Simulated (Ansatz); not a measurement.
Relaxing an invented GaN structure

Theory: DFT PBE, scalar-relativistic, plane waves, PAW (Ansatz). Cutoff 420 eV, Gaussian smearing, Γ-centred meshes. Cell and atoms relax first on a coarse mesh and then on a converged one. In between, the cell is made exact in the group found at 0.06 Å. The steps can't lower the symmetry of their start. No spin polarisation.

A trial structure of GaN was built thus: 4-connected net, two elements alternating (Pm-3n, No. 223). The dimensions are guesses.

```xyz
12
Lattice="5.2153 0.0000 0.0000 0.0000 5.2153 0.0000 0.0000 0.0000 5.2153" Properties=species:S:1:pos:R:3 pbc="T T T"
Ga    2.6077    0.0000    3.9115
Ga    3.9115    2.6077    0.0000
Ga    0.0000    3.9115    2.6077
Ga    2.6077    0.0000    1.3038
Ga    1.3038    2.6077    0.0000
Ga    0.0000    1.3038    2.6077
N     0.0000    2.6077    3.9115
N     3.9115    0.0000    2.6077
N     2.6077    3.9115    0.0000
N     0.0000    2.6077    1.3038
N     1.3038    0.0000    2.6077
N     2.6077    1.3038    0.0000
```

The zero of energy is the elements' standard structures at the same level (N₂ as a molecule); no fitted shifts are applied.

Q: What does it relax into?

A: The symmetry stays Pm-3n (No. 223). The volume per atom grows by 21.9 %, from 11.8 to 14.4 Å³. The shortest distance goes from 1.84 Å (Ga–N) to 1.97 Å (Ga–N). The energy falls by about 0.28 eV/atom (the start's value is from the coarse mesh). Conventional cell: a = 5.571 Å. Around Ga lie 4 N at 1.97 Å; around N lie 4 Ga at 1.97 Å.

```
Ga N
1.0
     5.57148    0.00000    0.00000
     0.00000    5.57148    0.00000
     0.00000    0.00000    5.57148
Ga N
6 6
Direct
  0.50000 0.00000 0.75000
  0.75000 0.50000 0.00000
  0.00000 0.75000 0.50000
  0.50000 0.00000 0.25000
  0.25000 0.50000 0.00000
  0.00000 0.25000 0.50000
  0.00000 0.50000 0.75000
  0.75000 0.00000 0.50000
  0.50000 0.75000 0.00000
  0.00000 0.50000 0.25000
  0.25000 0.00000 0.50000
  0.50000 0.25000 0.00000
```

Q: How does it come out in energy, and is it a metal?

A: The energy over the elements is −0.312 eV/atom. The gap on the 6×6×6 mesh of the 12-atom cell is 1.50 eV.

It lies below the elements, which doesn't yet make it stable against other compounds or structures.

The last run used Gaussian smearing of 0.02 eV. Kohn–Sham gaps at this level usually fall short of measured ones. A structure relaxed within its symmetry needn't be a true minimum.
